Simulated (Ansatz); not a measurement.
Co:

```
Co
1.0
    -1.41457    1.39291    1.39216
     1.44298   -1.37513    1.40278
     1.41127    1.37182   -1.37438
Co
1
Direct
  0.00000 0.00000 0.00000
```

This isn't the form of Co at room conditions, which is hcp.

The cell isn't the ideal one: cell sheared at random, sigma 0.01, atoms nudged by 0.01 Å.

Program: Ansatz 0.2.0. Alike in all runs: task projected density of states; potentials or basis Ansatz PAW; spin collinear, ferromagnetic start; cell sheared at random, sigma 0.01, atoms nudged by 0.01 Å; k mesh 8 × 7 × 8; smearing fermi-dirac 0.05 eV; the mesh is coarse, so values aren't converged. Hardware: 2 threads of Arm Neoverse V1, on a shared host.

Problem. Order these runs on this cell by their wall time, lowest first.
A. level r2SCAN0; cutoff (eV) 500
B. level LDA; cutoff (eV) 420
C. level r2SCAN; cutoff (eV) 500
D. level HSE06; cutoff (eV) 420

Solution. B (10 s), C (21 s), D (120 s), A (490 s).

Caveats: all runs use coarse meshes; the density of states is complete only up to the lowest level of the last band computed; the magnetic or orbital state may not be the lowest (some runs).

Runs at the PBE level aren't shown here.
